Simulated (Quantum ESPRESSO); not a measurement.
# C: band structure with r2SCAN

C:

```
C
1.0
     2.12732   -1.22828    0.00000
     2.12732    1.22828    0.00000
    -1.37907    0.00000    3.50283
C
2
Direct
  0.16664 0.16664 0.99991
  0.83336 0.83336 0.00009
```

This is a stacking variant of graphite.

* Program: Quantum ESPRESSO 7.5
* Task: band structure
* Functional: r2SCAN
* Potentials or basis: SG15 PBE 1.2
* Cutoff: 1197 eV
* Density cutoff: 4789 eV
* k mesh: 13 × 13 × 8
* Occupations: fermi-dirac, width 0.05 eV
* Spin: no spin polarisation
* Symmetry: off
* Mixing beta: 0.5
* Most SCF iterations: 120
* SCF threshold: 1e-08 Ry

| Quantity | Value |
| --- | --- |
| Pressure | -0.9 GPa |
| Largest force | 0.016 eV/Å |
| Band gap on the k mesh | 0.99 eV, indirect (least direct gap 1.00 eV) |
| Band gap along the path | 0.76 eV, direct |

Forces on the atoms (eV/Å):
```
C    0.006  0.000  0.014
C   -0.006  0.000 -0.014
```

Stress tensor (GPa, compression positive):
```
-1.38  0.00 -0.04
 0.00 -1.41  0.00
-0.04  0.00  0.16
```

Levels at the corners of the path, in eV from the valence-band top:
```
point  band 2  band 3  band 4  band 5  band 6  band 7
    Γ   -6.93   -2.87   -2.87    4.38    9.12    9.13
    Y  -13.79   -6.51   -2.45    1.85    7.84   13.85
    F  -12.10   -6.31   -2.87    3.05    8.02   10.39
    L  -13.84   -6.48   -1.92    2.41    8.13   12.56
    I  -12.69  -10.57   -0.93    1.46   11.32   14.24
   I1  -12.69  -10.57   -0.93    1.46   11.32   14.24
    Z   -8.54   -2.88   -2.88    9.08    9.09   10.38
   F1  -12.10   -6.31   -2.87    3.05    8.02   10.39
    Y  -13.79   -6.51   -2.45    1.85    7.84   13.85
   X1  -13.15   -9.53   -1.31    1.57   11.99   12.00
    X  -13.15   -9.53   -1.31    1.57   11.99   12.00
    Γ   -6.93   -2.87   -2.87    4.38    9.12    9.13
    N  -13.78   -6.51   -2.49    1.80    7.84   13.95
    M  -13.84   -6.47   -1.87    2.47    8.13   12.46
    Γ   -6.93   -2.87   -2.87    4.38    9.12    9.13
```

Run time: 2.3 min on 2 MPI ranks on Intel(R) Xeon(R) 6975P-C (Granite Rapids) (shared host), peak memory 0.28 GiB a rank.

Caveat: the potentials were made for another functional, which shifts forces and pressure; the mesh misses the band edges, which the band path finds closer together. r2SCAN opens gaps a little over a GGA but as a rule still falls short of measured ones.
